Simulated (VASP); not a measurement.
# Al in VASP: further runs, part 2 of 2

VASP 6.6.1. Earlier steps stand in the parts before.

### Step 4. Single point, PBEsol (the clean substrate in the cell of the map)

INCAR

```
  ALGO = Fast
  DIPOL = 0.5 0.5 0.287
  EDIFF = 1E-7
  ENCUT = 520
  GGA = PS
  IDIPOL = 3
  ISIF = 2
  ISMEAR = 0
  LASPH = True
  LCHARG = True
  LDIPOL = True
  LELF = True
  LREAL = False
  LVACPOTAV = True
  LVHAR = True
  LWAVE = False
  NBANDS = 30
  NELM = 80
  PREC = Accurate
  SIGMA = 0.1
```

KPOINTS

```
k-points
0
Gamma
  5 5 1
```

POSCAR

```
Al
1.0
    5.6788540124      0.0000000000      0.0000000000
    0.0000000000      5.6788540124      0.0000000000
    0.0000000000      0.0000000000     21.1413451746
Al
12
Direct
    0.2500000000      0.2500000000      0.1892027195
    0.2500000000      0.7500000000      0.1892027195
    0.7500000000      0.2500000000      0.1892027195
    0.7500000000      0.7500000000      0.1892027195
    0.0000000000      0.0000000000      0.2870821533
    0.0000000000      0.5000000000      0.2870821533
    0.5000000000      0.0000000000      0.2870821533
    0.5000000000      0.5000000000      0.2870821533
    0.2500000000      0.2500000000      0.3850911618
    0.2500000000      0.7500000000      0.3850911618
    0.7500000000      0.2500000000      0.3850911618
    0.7500000000      0.7500000000      0.3850911618
```

Potentials or basis: VASP PAW PBE potentials, release 64 (Al).

On the command line:

```sh
> cat potpaw_PBE.64/Al/POTCAR > POTCAR
> mpirun -np 1 vasp_std > vasp.out
```

OUTCAR:

```text
EDIFF = 1E-7
   ENCUT = 520
   GGA = PS
   ISIF = 2
   ISMEAR = 0
   LASPH = True
   LREAL = False
   NELM = 80
   PREC = Accurate

 ion  position               nearest neighbor table
   1  0.250  0.250  0.189-   2 2.84   3 2.84   2 2.84   3 2.84   7 2.88   8 2.88   5 2.88   6 2.88

   2  0.250  0.750  0.189-   1 2.84   4 2.84   1 2.84   4 2.84   7 2.88   8 2.88   5 2.88   6 2.88

   3  0.750  0.250  0.189-   1 2.84   4 2.84   4 2.84   1 2.84   7 2.88   8 2.88   5 2.88   6 2.88
[... 25 lines left out ...]
 A1 = (   5.6788540124,   0.0000000000,   0.0000000000)
 A2 = (   0.0000000000,   5.6788540124,   0.0000000000)
 A3 = (   0.0000000000,   0.0000000000,  21.1413451746)

Analysis of symmetry for initial positions (statically):
=====================================================================
 Subroutine PRICEL returns following result:

  LATTYP: Found a simple tetragonal cell.
 ALAT       =     2.8394270062
 C/A-ratio  =     7.4456378447

  Lattice vectors:

 A1 = (   2.8394270062,   0.0000000000,   0.0000000000)
[... 380 lines left out ...]
------------------------ aborting loop because EDIFF is reached ----------------------------------------

  FORCE on cell =-STRESS in cart. coord.  units (eV):
  Direction    XX          YY          ZZ          XY          YZ          ZX
  --------------------------------------------------------------------------------------
  -------------------------------------------------------------------------------------
  Total       -8.0180420     -8.0180420     -0.2695800      0.0000000      0.0000000      0.0000000
  in kB      -18.8419083    -18.8419083     -0.6334965      0.0000000      0.0000000      0.0000000
  external PRESSURE =     -12.7724377 kB  Pullay stress =       0.0000000 kB

 VOLUME and BASIS-vectors are now :
 -----------------------------------------------------------------------------
  energy-cutoff  :      520.00
  volume of cell :      681.80
      direct lattice vectors                 reciprocal lattice vectors
     5.678854012  0.000000000  0.000000000     0.176091866  0.000000000  0.000000000
     0.000000000  5.678854012  0.000000000     0.000000000  0.176091866  0.000000000
     0.000000000  0.000000000 21.141345175     0.000000000  0.000000000  0.047300680

 POSITION                                       TOTAL-FORCE (eV/Angst)
 -----------------------------------------------------------------------------------
      1.41971      1.41971      4.00000         0.000000      0.000000      0.012536
      1.41971      4.25914      4.00000         0.000000     -0.000000      0.012536
      4.25914      1.41971      4.00000        -0.000000     -0.000000      0.012536
      4.25914      4.25914      4.00000         0.000000      0.000000      0.012536
      0.00000      0.00000      6.06930         0.000000     -0.000000      0.006348
      0.00000      2.83943      6.06930         0.000000      0.000000      0.006348
      2.83943      0.00000      6.06930        -0.000000      0.000000      0.006348
      2.83943      2.83943      6.06930        -0.000000     -0.000000      0.006348
      1.41971      1.41971      8.14135         0.000000      0.000000     -0.018884
      1.41971      4.25914      8.14135        -0.000000     -0.000000     -0.018884
      4.25914      1.41971      8.14135         0.000000      0.000000     -0.018884
      4.25914      4.25914      8.14135        -0.000000     -0.000000     -0.018884
 -----------------------------------------------------------------------------------
    total drift:                               -0.000000      0.000000      0.000047

  FREE ENERGIE OF THE ION-ELECTRON SYSTEM (eV)
  ---------------------------------------------------
  free  energy   TOTEN  =       -44.8638029973 eV

  energy  without entropy=      -44.8444394266  energy(sigma->0) =      -44.85412121

 vacuum level on the upper side and lower side of the slab         3.672         3.673
```

OSZICAR:

```text
N       E                     dE             d eps       ncg     rms          rms(c)
DAV:   1     0.121533243310E+03    0.12153E+03   -0.10454E+04   360   0.827E+02
DAV:   2    -0.376123632263E+02   -0.15915E+03   -0.15209E+03   506   0.144E+02
DAV:   3    -0.462078350236E+02   -0.85955E+01   -0.83521E+01   426   0.327E+01
[... 16 lines left out ...]
RMM:  20    -0.448637852128E+02   -0.33383E-04   -0.24023E-06   379   0.437E-03    0.551E-03
RMM:  21    -0.448637982662E+02   -0.13053E-04   -0.13323E-06   383   0.332E-03    0.151E-03
RMM:  22    -0.448638027908E+02   -0.45246E-05   -0.44165E-07   315   0.224E-03    0.760E-04
RMM:  23    -0.448638029192E+02   -0.12841E-06   -0.71549E-08   263   0.146E-03    0.858E-04
RMM:  24    -0.448638029973E+02   -0.78082E-07   -0.26738E-08   210   0.103E-03
   1 F= -.44863803E+02 E0= -.44854121E+02  d E =-.193636E-01
```

stdout:

```text
POSCAR found type information on POSCAR Al
 POSCAR found :  1 types and      12 ions
 scaLAPACK will be used
 -----------------------------------------------------------------------------
|                                                                             |
[... 23 lines left out ...]
|     field-free region was found. Please increase the size of  your cell     |
|     in the dimension of the dipole correction to obtain accurate            |
|     workfunction values.                                                    |
|                                                                             |
 -----------------------------------------------------------------------------
```

Run time: 2.8 min. Hardware: 1 thread of Intel Xeon Platinum 8488C (Sapphire Rapids), shared host; peak memory 0.62 GiB.

Results:

```
Free energy                     : -44.8638 eV
Largest force                   : 0.019 eV/Å
Band gap on the k mesh          : none (metal or under the smearing width)
Work function of the upper face : 4.55 eV
Work function of the lower face : 4.55 eV
```

Forces on the atoms (eV/Å):
```
Al   0.000  0.000  0.013
Al   0.000  0.000  0.013
Al   0.000  0.000  0.013
Al   0.000  0.000  0.013
Al   0.000  0.000  0.006
Al   0.000  0.000  0.006
Al   0.000  0.000  0.006
Al   0.000  0.000  0.006
Al   0.000  0.000 -0.019
Al   0.000  0.000 -0.019
Al   0.000  0.000 -0.019
Al   0.000  0.000 -0.019
```

Caveat: the PAW data sets were made with another functional, which shifts forces and pressure a little.

### Step 5. Overview

```tsv
cell	k mesh	gap on the mesh (eV)	largest force (eV/Å)	work function (eV)
clean slab, lower half held	10 × 10 × 1	none	0.02	4.55
the clean substrate in the cell of the map	9 × 9 × 1	none	0.13	-
the clean substrate in the cell of the map	5 × 5 × 1	none	0.02	4.55
```

Alike in all rows: task single point; level PBEsol; potentials or basis VASP PAW PBE potentials, release 64 (Al); no spin polarisation; cutoff (eV) 520; smearing gaussian 0.1 eV.

Caveats: the PAW data sets were made with another functional, which shifts forces and pressure a little.

Absolute energies hang on the potentials; compare differences alone.
